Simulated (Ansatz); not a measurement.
MgO at 15 GPa: from Born charge to LO–TO splitting and polaron coupling

Computed with DFT PBE, scalar-relativistic, plane waves, PAW (Ansatz 0.2.0). Settings: 420 eV plane-wave cutoff, Γ-centred 10×10×10 mesh, fixed occupations. No spin polarisation. Phonons by linear response, acoustic sum rule imposed.

The cell, relaxed at 15 GPa:
```cif
data_structure
_symmetry_space_group_name_H-M 'Fm-3m'
_symmetry_Int_Tables_number 225
_cell_length_a 4.1356
_cell_length_b 4.1356
_cell_length_c 4.1356
_cell_angle_alpha 90.000
_cell_angle_beta 90.000
_cell_angle_gamma 90.000
_cell_volume 70.73
loop_
_atom_site_label
_atom_site_type_symbol
_atom_site_symmetry_multiplicity
_atom_site_Wyckoff_symbol
_atom_site_fract_x
_atom_site_fract_y
_atom_site_fract_z
_atom_site_occupancy
Mg1 Mg 4 a 0.00000 0.00000 0.00000 1
O1 O 4 b 0.50000 0.00000 0.00000 1
```

Linear response gives ν_TO = 443.9 cm⁻¹, Born charges ±1.962 e (positive on Mg) and ε∞ = 3.144. The primitive cell holds 17.683 Å³, and the masses are 24.305 and 15.999 amu.

Question: Find ν_LO and the static dielectric constant.

Answer: The long-wave field adds a restoring force: ω_LO² − ω_TO² = Z*²e²/(ε_vac ε∞ μV). In these units ν_LO² − ν_TO² = 4.92064×10⁷ Z*²/(μ V ε∞) cm⁻², with μ = m₁m₂/(m₁ + m₂) = 9.648 amu: 353289 cm⁻². So ν_LO = √(443.9² + 353289) = 741.9 cm⁻¹, and the run gives 741.9. Lyddane–Sachs–Teller then gives ε0 = ε∞ (ν_LO/ν_TO)² = 8.78, against 8.78 in the run (it forms both from the same three quantities, so the match checks the arithmetic only). Between ν_TO and ν_LO the dielectric function is negative and an undamped crystal reflects fully: a reststrahlen band from 13.5 to 22.5 μm.

Question: What do the Clausius–Mossotti polarisability and the Szigeti charge come to?

Answer: With the Lorentz local field, α = (3V/4π)(ε∞ − 1)/(ε∞ + 2) = 1.76 Å³ for the pair, and e_S = 3Z*/(ε∞ + 2) = 1.14 e. The Born charge includes the electrons' response to the dipole's own local field, and e_S takes that enhancement out. The Lorentz field assumes point-like polarisable ions, a fair picture at this small ε∞.

Question: How strongly does a slow electron couple to the LO mode?

Answer: For one isotropic parabolic band, Fröhlich's constant is α_F = (1/ε∞ − 1/ε0) √(m* Ry/ħω_LO), with Ry = 13.606 eV, ħω_LO = 92.0 meV and m* in free-electron masses: α_F = 0.2042 × 12.16 × √m* = 2.48 √m*. The band mass isn't part of this run; for m* = 0.1, 0.3 and 1 it gives 0.79, 1.36, 2.48. In weak coupling the polaron lies α_F ħω_LO below the band edge (125 meV at m* = 0.3) with a mass m*(1 + α_F/6); past α_F of about 5 or 6 that expansion fails. A semilocal functional's ε∞ tends to be too large, which taken alone lowers α_F.

Cost: 1 run of about 0.079 core-minutes, on Intel Xeon 6975P-C (Granite Rapids) (shared hosts).

The Born charge lies close to the nominal ionic value of two, as expected for a closed-shell oxide in which ion displacements drive little charge transfer between cation and anion. Perovskite ferroelectrics differ here, because hybridisation between empty d states and O 2p raises their dynamical charges well above nominal. The wide LO–TO splitting in MgO therefore needs no anomalous charge: nearly full ionic charges, light ions, a small cell and weak electronic screening suffice. The same polar mode supplies the larger part of the static dielectric constant. The Szigeti charge of 1.14 e doesn't mean that the ions are only about half ionised. It is a dynamical quantity, probably reduced by the distortion of the soft oxide shell as neighbouring ions overlap.

For an electron in the light, s-like conduction band, the coupling suggests a large polaron of weak to intermediate strength. That picture doesn't carry over to holes, whose heavy, degenerate O 2p bands favour localisation on the lattice scale, where a continuum model with one parabolic band fails.
